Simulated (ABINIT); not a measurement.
Crystal: SiC (Moissanite 6H).

```
Si C
1.0
     3.09500    0.00000    0.00000
    -1.54750    2.68035    0.00000
     0.00000    0.00000   15.17000
Si C
6 6
Direct
  0.66667 0.33333 0.45830
  0.33333 0.66667 0.95830
  0.66667 0.33333 0.79170
  0.33333 0.66667 0.29170
  0.00000 0.00000 0.62500
  0.00000 0.00000 0.12500
  0.66667 0.33333 0.33330
  0.33333 0.66667 0.83330
  0.66667 0.33333 0.66670
  0.33333 0.66667 0.16670
  0.00000 0.00000 0.50000
  0.00000 0.00000 0.00000
```

Base run:

| Quantity | Value |
| --- | --- |
| Program | ABINIT 10.8.3 (patched build) |
| Functional | PBE |
| Potentials or basis | JTH PAW PBE v2.0 |
| Cutoff | 544 eV |
| k mesh | 8 × 8 × 2 |
| Occupations | fermi-dirac, width 0.05 eV |
| Spin | no spin polarisation |

Its results: band gap on the k mesh 2.03 eV, indirect (least direct gap 3.14 eV); pressure -0.2 GPa; largest force 0.146 eV/Å.

Task: The run is repeated on the same cell with these changes: functional from PBE to LDA; potentials or basis from JTH PAW PBE v2.0 to JTH PAW LDA v2.0. What comes out?

Result: Band gap on the k mesh 1.98 eV, indirect (least direct gap 3.09 eV); pressure -7.5 GPa; largest force 0.145 eV/Å.

A k mesh can miss the band edges.
